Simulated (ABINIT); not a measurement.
# PbS (Pm-3m) in ABINIT: single point with HSE06

Aim: the single point of PbS with HSE06.

Everything below comes from runs of ABINIT 10.8.3 (patched build). Logs are shortened: lines on timing, memory, paths and dates and some standing lists are left out, and cuts for length are marked. The log counts tension as positive stress, the text compression.

## (1) Starting point

Symmetry: Pm-3m, No. 221, cubic system. Conventional cell: a = 3.654 Å, b = 3.654 Å, c = 3.654 Å, α = 90.00°, β = 90.00°, γ = 90.00°. Pb (site symmetry m-3m) has 8 S at 3.16 Å as nearest neighbours. Around S (site symmetry m-3m) lie 8 Pb at 3.16 Å.

Measurements of this composition are mostly on another form, of space group No. 225.

## (2) Single point, HSE06

File run.abi:

```
# Pseudopotentials
pp_dirpath "./"
pseudos "82_Pb_14_3.0_3.1_pbe_n_v1.0.psp8, 16_S_6_1.8_1.9_pbe_n_v1.0.psp8"

# Structure
acell 3.653659 3.653659 3.653659 Angstrom
rprim
     1.0000000000     0.0000000000     0.0000000000
     0.0000000000     1.0000000000     0.0000000000
     0.0000000000     0.0000000000     1.0000000000
ntypat 2
znucl 82 16
natom 2
typat 1 2
xred
     0.0000000000     0.0000000000     0.0000000000
     0.5000000000     0.5000000000     0.5000000000

# Plane-wave basis
ecut 18.0

# k points
kptopt 1
ngkpt 6 6 6
nshiftk 1
shiftk 0.0 0.0 0.0

# Exchange and correlation
ixc -428

# Bands and occupations
nband 12
occopt 1

# SCF cycle
nstep 60
diemac 6.0
toldfe 1.0e-7

# Output
iomode 3
prtwf 0
prtden 0
prteig 0
prtebands 0
prtvol 2
```

Potentials or basis: SPMS NC PBE v1.0.

The run is started by

```
> mpirun --bind-to none -np 8 abinit run.abi > log 2>&1
```

run.abo:

```text
.Version 10.8.3 of ABINIT
 Symmetries : space group Pm -3 m (#221); Bravais cP (primitive cubic)
================================================================================
 Values of the parameters that define the memory need of the present run
     intxc =       0    ionmov =       0      iscf =       7    lmnmax =       6
     lnmax =       6     mgfft =      30  mpssoang =       3    mqgrid =    3001
     natom =       2  nloc_mem =       1    nspden =       1   nspinor =       1
    nsppol =       1      nsym =      48    n1xccc =    2501    ntypat =       2
    occopt =       1   xclevel =       2
       mpw =        1222          nfft =       27000          nkpt =          20
================================================================================
================================================================================

--------------------------------------------------------------------------------
------------- Echo of variables that govern the present computation ------------
--------------------------------------------------------------------------------
 -outvars: echo values of preprocessed input variables --------
            acell      6.9044148675E+00  6.9044148675E+00  6.9044148675E+00 Bohr
              amu      2.07200000E+02  3.20660000E+01
           diemac      6.00000000E+00
             ecut      1.80000000E+01 Hartree
              ixc        -428
         kptrlatt        6    0    0      0    6    0      0    0    6
          kptrlen      4.14264892E+01
            natom           2
            nband          12
          nbandhf          10
            ngfft          30      30      30
             nkpt          20
           nkpthf         216
            nstep          60
             nsym          48
           ntypat           2
           prtden           0
        prtebands           0
           prteig           0
           prtvol           2
            prtwf           0
          spgroup         221
           toldfe      1.00000000E-07 Hartree
            typat      1  2
          usefock           1
           xangst      0.0000000000E+00  0.0000000000E+00  0.0000000000E+00
                       1.8268295000E+00  1.8268295000E+00  1.8268295000E+00
            xcart      0.0000000000E+00  0.0000000000E+00  0.0000000000E+00
                       3.4522074337E+00  3.4522074337E+00  3.4522074337E+00
             xred      0.0000000000E+00  0.0000000000E+00  0.0000000000E+00
                       5.0000000000E-01  5.0000000000E-01  5.0000000000E-01
            znucl       82.00000   16.00000

================================================================================

 chkinp: Checking input parameters for consistency.

================================================================================
== DATASET  1 ==================================================================

--- !DatasetInfo
iteration_state: {dtset: 1, }
dimensions: {natom: 2, nkpt: 20, mband: 12, nsppol: 1, nspinor: 1, nspden: 1, mpw: 1222, }
cutoff_energies: {ecut:  18.0, pawecutdg:  -1.0, }
electrons: {nelect:   2.00000000E+01, charge:   0.00000000E+00, occopt:   1.00000000E+00, tsmear:   1.00000000E-02, }
meta: {optdriver: 0, ionmov: 0, optcell: 0, iscf: 7, paral_kgb: 0, }
...

 Real(R)+Recip(G) space primitive vectors, cartesian coordinates (Bohr,Bohr^-1):
 R(1)=  6.9044149  0.0000000  0.0000000  G(1)=  0.1448349  0.0000000  0.0000000
 R(2)=  0.0000000  6.9044149  0.0000000  G(2)=  0.0000000  0.1448349  0.0000000
 R(3)=  0.0000000  0.0000000  6.9044149  G(3)=  0.0000000  0.0000000  0.1448349
 Unit cell volume ucvol=  3.2913998E+02 bohr^3
 Angles (23,13,12)=  9.00000000E+01  9.00000000E+01  9.00000000E+01 degrees

 getcut: wavevector=  0.0000  0.0000  0.0000  ngfft=  30  30  30
         ecut(hartree)=     18.000   => boxcut(ratio)=   2.27506

 getcut : COMMENT -
  Note that boxcut > 2.2 ; recall that boxcut=Gcut(box)/Gcut(sphere) = 2
  is sufficient for exact treatment of convolution.
  Such a large boxcut is a waste : you could raise ecut
  e.g. ecut=   23.291556 Hartrees makes boxcut=2

--- Pseudopotential description ------------------------------------------------
[... 95 lines left out ...]
  3.50E-12 6.97E-12 1.36E-11 2.09E-06
   0.3333  0.1667  0.0000    1  5.87279E-07 kpt; spin; max resid(k); each band:
  4.15E-13 5.40E-13 5.58E-13 2.60E-13 3.75E-14 5.47E-12 2.03E-12 1.40E-11
[... 28 lines left out ...]
   0.5000  0.5000  0.1667    1  3.28272E-07 kpt; spin; max resid(k); each band:
  7.43E-13 1.53E-13 3.47E-13 3.77E-13 3.37E-15 3.83E-13 1.72E-13 1.40E-11
  1.38E-11 8.59E-13 1.47E-11 3.28E-07
   0.3333  0.3333  0.3333    1  1.24679E-10 kpt; spin; max resid(k); each band:
  4.87E-13 7.04E-13 6.64E-13 3.64E-13 3.62E-13 8.13E-13 6.02E-13 9.92E-12
  9.67E-12 3.82E-12 1.25E-10 1.15E-11
   0.5000  0.3333  0.3333    1  2.51090E-07 kpt; spin; max resid(k); each band:
  6.68E-13 8.29E-13 4.87E-13 3.53E-13 6.30E-14 6.53E-13 2.61E-13 1.29E-11
  3.43E-12 1.43E-12 3.80E-10 2.51E-07
   0.5000  0.5000  0.3333    1  2.59066E-06 kpt; spin; max resid(k); each band:
  9.24E-13 7.06E-13 6.79E-13 2.07E-13 3.29E-15 1.42E-13 6.55E-13 1.11E-11
  1.04E-11 7.73E-12 2.59E-06 1.03E-11
   0.5000  0.5000  0.5000    1  6.37417E-11 kpt; spin; max resid(k); each band:
  9.84E-13 9.37E-13 9.34E-13 3.34E-15 3.15E-15 8.48E-15 2.06E-14 2.01E-11
  6.37E-11 3.93E-11 1.36E-14 6.36E-15
 reduced coordinates (array xred) for    2 atoms
       0.000000000000      0.000000000000      0.000000000000
       0.500000000000      0.500000000000      0.500000000000
 rms dE/dt=  0.0000E+00; max dE/dt=  0.0000E+00; dE/dt below (all hartree)
    1       0.000000000000      0.000000000000      0.000000000000
    2       0.000000000000      0.000000000000      0.000000000000

 cartesian coordinates (angstrom) at end:
    1      0.00000000000000     0.00000000000000     0.00000000000000
    2      1.82682950000000     1.82682950000000     1.82682950000000

 cartesian forces (hartree/bohr) at end:
    1     -0.00000000000000    -0.00000000000000    -0.00000000000000
    2     -0.00000000000000    -0.00000000000000    -0.00000000000000
 frms,max,avg= 0.0000000E+00 0.0000000E+00   0.000E+00  0.000E+00  0.000E+00 h/b

 cartesian forces (eV/Angstrom) at end:
    1     -0.00000000000000    -0.00000000000000    -0.00000000000000
    2     -0.00000000000000    -0.00000000000000    -0.00000000000000
 frms,max,avg= 0.0000000E+00 0.0000000E+00   0.000E+00  0.000E+00  0.000E+00 e/A
 length scales=  6.904414867458  6.904414867458  6.904414867458 bohr
              =  3.653659000000  3.653659000000  3.653659000000 angstroms
 Fermi (or HOMO) energy (hartree) =   0.18509   Average Vxc (hartree)=  -0.32270
 Eigenvalues (hartree) for nkpt=  20  k points:
 kpt#   1, nband= 12, wtk=  0.00463, kpt=  0.0000  0.0000  0.0000 (reduced coord)
  -0.45042   -0.45042   -0.44106   -0.44106   -0.44106   -0.34987   -0.08582    0.11716
   0.11716    0.11716    0.42098    0.42099
 kpt#   2, nband= 12, wtk=  0.02778, kpt=  0.1667  0.0000  0.0000 (reduced coord)
  -0.45029   -0.44873   -0.44177   -0.44177   -0.44098   -0.34050   -0.10626    0.11890
   0.12680    0.12680    0.36760    0.42386
 kpt#   3, nband= 12, wtk=  0.02778, kpt=  0.3333  0.0000  0.0000 (reduced coord)
  -0.45004   -0.44541   -0.44317   -0.44317   -0.44084   -0.31602   -0.15238    0.14017
   0.15008    0.15008    0.27449    0.37176
 kpt#   4, nband= 12, wtk=  0.01389, kpt=  0.5000  0.0000  0.0000 (reduced coord)
  -0.44991   -0.44387   -0.44387   -0.44378   -0.44077   -0.29776   -0.18090    0.16512
   0.16512    0.18004    0.20730    0.34493
 kpt#   5, nband= 12, wtk=  0.05556, kpt=  0.1667  0.1667  0.0000 (reduced coord)
  -0.44941   -0.44775   -0.44278   -0.44175   -0.44159   -0.33116   -0.11576    0.08081
   0.13520    0.16298    0.32350    0.39840
 kpt#   6, nband= 12, wtk=  0.11111, kpt=  0.3333  0.1667  0.0000 (reduced coord)
  -0.44890   -0.44472   -0.44458   -0.44303   -0.44147   -0.30733   -0.14651    0.07451
[... 28 lines left out ...]
 kpt#  16, nband= 12, wtk=  0.02778, kpt=  0.5000  0.5000  0.1667 (reduced coord)
  -0.44968   -0.44470   -0.44420   -0.44420   -0.43889   -0.26279   -0.09927    0.01701
   0.01701    0.14736    0.31188    0.31193
 kpt#  17, nband= 12, wtk=  0.03704, kpt=  0.3333  0.3333  0.3333 (reduced coord)
  -0.44676   -0.44545   -0.44545   -0.44177   -0.44177   -0.26964   -0.11031    0.07420
   0.07420    0.09160    0.25116    0.25116
 kpt#  18, nband= 12, wtk=  0.05556, kpt=  0.5000  0.3333  0.3333 (reduced coord)
  -0.44743   -0.44636   -0.44533   -0.44170   -0.43985   -0.26313   -0.09740    0.05688
   0.06890    0.10437    0.20468    0.26092
 kpt#  19, nband= 12, wtk=  0.02778, kpt=  0.5000  0.5000  0.3333 (reduced coord)
  -0.44803   -0.44621   -0.44621   -0.44073   -0.43879   -0.25924   -0.07511    0.05511
   0.05511    0.10727    0.22323    0.22770
 kpt#  20, nband= 12, wtk=  0.00463, kpt=  0.5000  0.5000  0.5000 (reduced coord)
  -0.44720   -0.44720   -0.44720   -0.43874   -0.43874   -0.25734   -0.05847    0.09033
   0.09033    0.09033    0.17533    0.17533
 Total charge density [el/Bohr^3]
)     Maximum=    4.7545E-01  at reduced coord.    0.9000    0.9000    0.9000
)Next maximum=    4.7545E-01  at reduced coord.    0.1000    0.9000    0.9000
)     Minimum=    7.2419E-03  at reduced coord.    0.5000    0.5000    0.5000
)Next minimum=    8.9502E-03  at reduced coord.    0.5000    0.2000    0.0000
   Integrated=    2.0000E+01

--- !EnergyTerms
iteration_state     : {dtset: 1, }
comment             : Components of total free energy in Hartree
kinetic             :  2.91084695381527E+01
hartree             :  1.00777743177067E+01
xc                  : -1.70054490485240E+01
Ewald energy        : -5.74254497612601E+01
psp_core            :  3.36808156798122E+00
local_psp           : -3.48043219312434E+01
non_local_psp+x     : -6.93798958286453E+00
total_energy        : -7.36188849000514E+01
...

--- !EnergyTermsDC
iteration_state     : {dtset: 1, }
comment             : '"Double-counting" decomposition of free energy'
band_energy         : -4.65693167653383E+00
Ewald energy        : -5.74254497612601E+01
psp_core            :  3.36808156798122E+00
xc_dc               : -1.49044222061369E+01
total_energy_dc     : -7.36187220759496E+01
...

 Cartesian components of stress tensor (hartree/bohr^3)
  sigma(1 1)=  6.61004592E-05  sigma(3 2)=  0.00000000E+00
  sigma(2 2)=  6.61004592E-05  sigma(3 1)=  0.00000000E+00
  sigma(3 3)=  6.61004592E-05  sigma(2 1)=  0.00000000E+00

-Cartesian components of stress tensor (GPa)         [Pressure= -1.9447E+00 GPa]
- sigma(1 1)=  1.94474265E+00  sigma(3 2)=  0.00000000E+00
- sigma(2 2)=  1.94474265E+00  sigma(3 1)=  0.00000000E+00
- sigma(3 3)=  1.94474265E+00  sigma(2 1)=  0.00000000E+00

== END DATASET(S) ==============================================================
================================================================================

 -outvars: echo values of variables after computation  --------
            acell      6.9044148675E+00  6.9044148675E+00  6.9044148675E+00 Bohr
           etotal     -7.3618884900E+01
            fcart     -0.0000000000E+00 -0.0000000000E+00 -0.0000000000E+00
                      -0.0000000000E+00 -0.0000000000E+00 -0.0000000000E+00
           strten      6.6100459206E-05  6.6100459206E-05  6.6100459206E-05
                       0.0000000000E+00  0.0000000000E+00  0.0000000000E+00
           xangst      0.0000000000E+00  0.0000000000E+00  0.0000000000E+00
                       1.8268295000E+00  1.8268295000E+00  1.8268295000E+00
             xred      0.0000000000E+00  0.0000000000E+00  0.0000000000E+00
                       5.0000000000E-01  5.0000000000E-01  5.0000000000E-01
 Calculation completed.
```

Run time: 11 min. Hardware: 8 MPI ranks of Arm Neoverse V2, shared host; peak memory 0.88 GiB.

Results:

- Free energy: -2003.2719 eV
- Pressure: -1.9 GPa
- Band gap on the k mesh: none (metal or under the smearing width)
- Valence electrons inside the program's atomic spheres: Pb 9.69; S 3.85

Caveat: Libxc's HSE differs a little from that of other programs; the potentials were made for another functional, which shifts forces and pressure.
